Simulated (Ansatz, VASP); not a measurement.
## Two plane-wave programs on WC

```xyz
2
Lattice="0.0000 2.0066 2.0066 2.0066 0.0000 2.0066 2.0066 2.0066 0.0000" Properties=species:S:1:pos:R:3 pbc="T T T"
W     0.0000    0.0000    0.0000
C     2.0066    2.0066    2.0066
```

Change from the starting cell: volume scaled by 0.8, PAW files.

Alike in both runs: task single point; functional LDA; k mesh 17 × 17 × 17; occupations fermi-dirac, width 0.1 eV; no spin polarisation.

|  | VASP | Ansatz |
| --- | --- | --- |
| version | VASP 6.6.1 | Ansatz 0.2.0 |
| potentials or method | VASP PAW LDA potentials, release 64 (W_sv, C) | PAW with Ansatz's default frozen-core files, scalar-relativistic |
| plane-wave cutoff (eV) | 520 | 420 |
| valence electrons in the cell | 18 | 18 |

```csv
,VASP,Ansatz,Ansatz less VASP
pressure (GPa),150.3,144.8,-5.54
```

Caveats: the cell as given lies far from equilibrium; so large a pressure means that the cell lies far from this level's equilibrium, or that cutoff or potentials fall short (VASP). The runs have no spin-orbit coupling, so splittings on W are missing.
